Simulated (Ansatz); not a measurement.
AlSb (zinc blende)

```yaml
crystal:
  lattice:
    - [0.00000, 3.07852, 3.07852]
    - [3.07852, 0.00000, 3.07852]
    - [3.07852, 3.07852, 0.00000]
  atoms:
    - { symbol: Sb, position: [0.75000, 0.75000, 0.75000] }
    - { symbol: Al, position: [0.00000, 0.00000, 0.00000] }
```

The volume is varied about the relaxed value V₀ at fixed cell shape. Symmetry pins the atoms to their sites.

Calculation: PBEsol (plane waves to 420 eV, PAW, scalar-relativistic; Ansatz, a quantum-chemistry and plane-wave program). k mesh 13×13×13 (Γ-centred), Fermi-Dirac smearing 0.05 eV. The energy includes the smearing's −TS. Stress and pressure are positive under compression. AlSb was relaxed with its symmetry unable to fall. Spin-orbit coupling is left out, though Sb is heavy. The zero of ΔE is the relaxed starting cell.

```
V (Å³/atom)  ΔE (meV/atom)
-----------  -------------
26.258                59.3
26.842            withheld
27.425                19.8
28.009                 8.5
28.592                 2.1
29.176                 0.0
29.760                 1.9
30.343                 7.2
30.927                15.8
31.510                27.1
32.094                41.0
```

Question: Fit a third-order Birch-Murnaghan form (E₀, V₀, B₀, B₀′ free) to the given rows and predict ΔE at V = 26.842.

Answer: Least squares on the 10 given rows: ΔE = E₀ + (9V₀B₀/16)·y²·[2 + (B₀′ − 4)y], y = (V₀/V)^(2/3) − 1, with V₀ = 29.181 Å³/atom, B₀ = 53.63 GPa (160.2 GPa = 1 eV/Å³; the term in eV is multiplied by 1000), B₀′ = 4.42, E₀ = 0.02 meV/atom; root-mean-square residual 0.02 meV/atom. At 26.842 the fit gives 36.5 meV/atom; the calculation gives 36.5 meV/atom, the same to the digits shown. For the pressure the fit gives 5.39 GPa against the computed 5.39 GPa.

(Under strain, the slope of the energy per volume gives the stress and its curvature an elastic modulus.)
